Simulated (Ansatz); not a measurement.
**GaAs: elastic constants with PBE**

**The experiment to reproduce.**

“Evidence of valence band perturbations in GaAsN/GaAs(001): A combined variable-angle spectroscopic ellipsometry and modulated photoreflectance investigation”, 2008, arxiv:0805.2212 reports, for a bulk crystal of GaAs at 300 K: band gap 1.412 ± 0.01 eV (direct).

Crystal: GaAs.

```
As Ga
1.0
     0.00000    2.82685    2.82685
     2.82685    0.00000    2.82685
     2.82685    2.82685    0.00000
As Ga
1 1
Direct
  0.75000 0.75000 0.75000
  0.00000 0.00000 0.00000
```

```
Program             : Ansatz 0.2.0
Task                : elastic constants
Functional          : PBE
Potentials or basis : Ansatz PAW
Cutoff              : 420 eV (not typed: the program's choice for these potentials)
k mesh              : 7 × 7 × 7
Occupations         : fixed
Spin                : no spin polarisation
Atoms under strain  : clamped
```

- Pressure: 3.3 GPa
- Band gap on the k mesh: 0.51 eV, direct
- Clamped-ion elastic constants C11, C12, C44: 116, 56, 78 GPa
- Voigt bulk modulus: 76 GPa

Levels at points of the mesh, in eV from the valence-band top:
| k point | band 10 | band 11 | band 12 | band 13 | band 14 | band 15 | band 16 | band 17 | band 18 |
| --- | --- | --- | --- | --- | --- | --- | --- | --- | --- |
| (0.00, 0.00, 0.00) | -14.71 | -12.73 | 0.00 | 0.00 | 0.00 | 0.51 | 3.74 | 3.74 | 3.74 |

Elastic tensor in Voigt notation (GPa, ions clamped, in the Cartesian axes of the cell as first typed):
```
116  56  56   0   0   0
 56 116  56   0   0   0
 56  56 116   0   0   0
  0   0   0  78   0   0
  0   0   0   0  78   0
  0   0   0   0   0  78
```

Wall time 7.3 s on 2 threads of Arm Neoverse V2 (shared host), peak memory 0.38 GiB.

A measured gap of GaAs is 1.412 eV (direct; 300 K; “Evidence of valence band perturbations in GaAsN/GaAs(001): A combined variable-angle spectroscopic ellipsometry and modulated photoreflectance investigation”, 2008, arxiv:0805.2212); the calculated 0.51 eV misses it by -0.90 eV. 3 values of this kind are on record (1.412 to 1.51 eV); this one was drawn at random among those near their median, those with a stated uncertainty first. Spin-orbit coupling on As, Ga is left out. The value is that of PBE, without temperature or zero-point motion. Semilocal functionals fall short of measured gaps as a rule.

Caveat: the cell is more than 3 GPa from zero pressure, which shifts response properties; odd divisions of the mesh miss points on the zone boundary, where band edges often lie, so the gap on the mesh can be too wide.
